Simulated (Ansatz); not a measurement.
Bi:

```
Bi
1.0
     4.65841    0.00000    0.00000
     0.00000    4.52639    0.00000
    -0.34597    0.00000    6.51195
Bi
4
Direct
  0.25137 0.25000 0.74873
  0.74863 0.75000 0.25127
  0.24989 0.25000 0.24888
  0.75011 0.75000 0.75112
```

This isn't the form of Bi at room conditions, which is rhombohedral.

| Item | Value |
| --- | --- |
| Program | Ansatz 0.2.0 |
| Task | relaxation of cell and atoms |
| Functional | PBEsol |
| Potentials or basis | Ansatz PAW earlier set |
| Cutoff | 500 eV (not typed: the program's choice for these potentials) |
| k mesh | 6 × 6 × 4 |
| Occupations | fermi-dirac, width 0.05 eV |
| Spin | no spin polarisation |

At the start: volume 34.33 Å³/atom.

Problem. Where does the relaxation end?

Solution. It ends after 6 steps and the volume is 33.46 Å³/atom (-2.5 %); space group P4/mmm (No. 123, to 0.05 Å).

The path:
| step | energy change (eV) | largest force (eV/Å) | volume (Å³) |
| --- | --- | --- | --- |
| 1 | 0.0000 | 0.0027 | 137.31 |
| 2 | -0.0207 | 0.0089 | 131.60 |
| 3 | -0.0312 | 0.0069 | 133.52 |
| 4 | -0.0334 | 0.0009 | 133.84 |
| 5 | -0.0335 | 0.0004 | 133.84 |
| 6 | -0.0335 | 0.0004 | 133.84 |

Final structure:
```
CELL_PARAMETERS angstrom
4.52775 0.00000 0.11697
0.00000 4.53079 0.00000
-0.17276 0.00000 6.51960
ATOMIC_POSITIONS crystal
Bi 0.25010 0.25000 0.74979
Bi 0.74990 0.75000 0.25021
Bi 0.24992 0.25000 0.25002
Bi 0.75008 0.75000 0.74998
```

Caveat: the plane-wave basis is chosen anew once the cell has moved, so the energies of steps on either side of that aren't comparable; the PAW data sets come from PBE, with cores solved anew for the run's functional, which leaves a small shift of forces and pressure.
